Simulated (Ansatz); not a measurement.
## Structures of WS2: which is lowest?

Plane-wave DFT in Ansatz with scalar-relativistic PAW potentials, cutoff 420 eV, Γ-centred meshes chosen by cell and gap, Gaussian smearing with energies taken to zero width. Every cell was relaxed (cell and atoms) in a run of its own, within the symmetry of its start. Functional: PBEsol.

Relaxed structures (starts from databases or built by putting these elements on another compound's sites):
A. P6_3/mmc, 6 atoms in the computed cell, a = 3.146 Å, c = 12.705 Å; sites (symmetry × multiplicity) W -6m2 × 2, S 3m. × 4; start: database
B. P-3m1, 6 atoms in the computed cell, a = 3.146 Å, c = 23.567 Å; sites (symmetry × multiplicity) W 3m. × 2, S 3m. × 2 + 3m. × 2; start: database
C. P-6m2, 3 atoms in the computed cell, a = 3.146 Å, c = 16.953 Å; sites (symmetry × multiplicity) W -6m2 × 1, S 3m. × 2; start: database

Task: Rank them by energy. Could pressure change the order?

Result:
| structure | group | E − E(lowest) (meV/atom) | V (Å³/atom) | gap on mesh (eV) |
| --- | --- | --- | --- | --- |
| A | P6_3/mmc | 0.0 | 18.15 | 1.10 |
| B | P-3m1 | 4.2 | 33.66 | 1.52 |
| C | P-6m2 | 8.4 | 48.43 | 1.94 |

A is lowest, 4 meV/atom under B. The lowest is also the densest of these, so pressure wouldn't bring one of the others in at first order. Other structures may lie lower than all of these, and vibrations aren't counted.

Spin-orbit coupling is left out, which matters for the bands of heavy elements. Each cell of WS2 holds layers, and where no dispersion correction was added their binding is poorly described.